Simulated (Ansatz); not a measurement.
# ZnSe: the cost of one run

The runs shown are made with Ansatz 0.2.0. G0W0, plane waves. Computed at 0 K without zero-point motion; spin polarisation is off.

## Step 1: The structure to begin with

The cell was relaxed beforehand with r2SCAN.

It is cubic, F-43m (No. 216); a = 5.665 Å in the conventional setting, 22.72 Å³ an atom. Around Zn lie 4 Se at 2.45 Å; around Se lie 4 Zn at 2.45 Å.

As a file:

```cif
data_structure
_symmetry_space_group_name_H-M 'F-43m'
_symmetry_Int_Tables_number 216
_cell_length_a 5.6648
_cell_length_b 5.6648
_cell_length_c 5.6648
_cell_angle_alpha 90.000
_cell_angle_beta 90.000
_cell_angle_gamma 90.000
_cell_volume 181.79
loop_
_atom_site_label
_atom_site_type_symbol
_atom_site_symmetry_multiplicity
_atom_site_Wyckoff_symbol
_atom_site_fract_x
_atom_site_fract_y
_atom_site_fract_z
_atom_site_occupancy
Zn1 Zn 4 a 0.00000 0.00000 0.00000 1
Se1 Se 4 d 0.25000 0.25000 0.75000 1
```

## Step 2: 73 empty bands, 80 eV

Contents of input.yaml:

```yaml
crystal:
  lattice:
    - [0.0, 2.8324206815, 2.8324206815]
    - [2.8324206815, 0.0, 2.8324206815]
    - [2.8324206815, 2.8324206815, 0.0]
  atoms:
    - { symbol: Zn, position: [0.0, 0.0, 0.0] }
    - { symbol: Se, position: [0.25, 0.25, 0.25] }
kpoints:
  mp_grid: { grid: [4, 4, 4] }
hamiltonian:
  xc: pbe
scf:
  occupations: { method: fixed }
gw:
  n_empty_bands: 73
  ecut_chi: 80
  qp_bands: [v2, c2]
  qp_kpoints: band_edges
  screening: { model: contour_deformation }
```

The run is started by

```console
$ ansatz run input.yaml --threads 2 --pin off --max-ram 3686MiB --backend cpu --events-out ev --progress --plain --runs-dir out
```

What time and memory should one allow on 2 threads of Arm Neoverse V2, shared host?

About 6.5 s, with a peak of 0.31 GiB.
